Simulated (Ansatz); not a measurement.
Method: DFT PBE, scalar-relativistic, plane waves, PAW in Ansatz. All cells share a 420 eV cutoff and Γ-centred k meshes spaced at most about 0.3 Å⁻¹ (about 0.25 or finer for metals, 2π included). No spin polarisation in the final relaxations.

These are static total energies at zero pressure.

Two relaxed structures of TaN:

A.

```
Ta N
1.0
     2.91709    0.00000    0.00000
    -1.45855    2.52628    0.00000
     0.00000    0.00000    5.91492
Ta N
2 2
Cartesian
  0.0000 0.0000 0.0000
  0.0000 0.0000 2.9575
  0.0000 1.6842 1.4787
  1.4585 0.8421 4.4362
```

B.

```
Ta N
1.0
     3.08378    0.00000    0.00000
    -1.54189    2.67063    0.00000
     0.00000    0.00000    6.17026
Ta N
2 2
Direct
  0.33333 0.66667 0.19078
  0.66667 0.33333 0.80922
  0.00000 0.00000 0.61578
  0.00000 0.00000 0.38422
```

Task: Which form is favoured at zero pressure, and by what margin per atom?

Result: A is lower, by 0.55 eV/atom. A has space group P6_3/mmc (No. 194), 10.9 Å³/atom and no gap on its mesh; B has space group P-3m1 (No. 164), 12.7 Å³/atom and no gap. Counting N atoms around Ta (those within 1.25 times the shortest such distance or 1.15 times the sum of covalent radii, 1.27 where that leaves under three), A has Ta 6 and B has Ta 3. B holds N–N pairs (shortest 1.43 Å); in A the shortest N–N distance is 2.92 Å. The denser one is the lower, and pressure would at first widen the difference. Origin: A is a cell as deposited in COD, relaxed; B was invented. A third cell relaxed alike, in P-6m2 (a cell as deposited in COD), lies 216 meV/atom below the lower of the two.

Spin–orbit coupling, which can matter for Ta, is left out. Cells relaxed within their symmetry can be saddle points.

Of the two forms, A is favoured by 0.55 eV/atom, and the main reason is probably how nitrogen is reduced. In A the nitrogen atoms are well separated and act as nitride, which leaves tantalum formally Ta(III), d². In B the 1.43 Å contact is close to an N–N single bond, so the pairs resemble a pernitride, N₂⁴⁻, and tantalum is formally only Ta(II). Tantalum is electropositive, with high-lying 5d states, and gains more by filling the N–N antibonding levels and forming strong, polar Ta–N bonds than by keeping the pair intact. The sixfold against threefold nitrogen coordination fits this picture. The d electrons left on the metal are consistent with the missing gap in both cells.

A is nevertheless not the ground state, since the P-6m2 cell lies 216 meV/atom lower. If that cell is the WC type, its trigonal-prismatic metal site would suit a d² ion, whereas the site in A is octahedral. The comparison doesn't include ε-TaN, the familiar ambient-pressure phase.
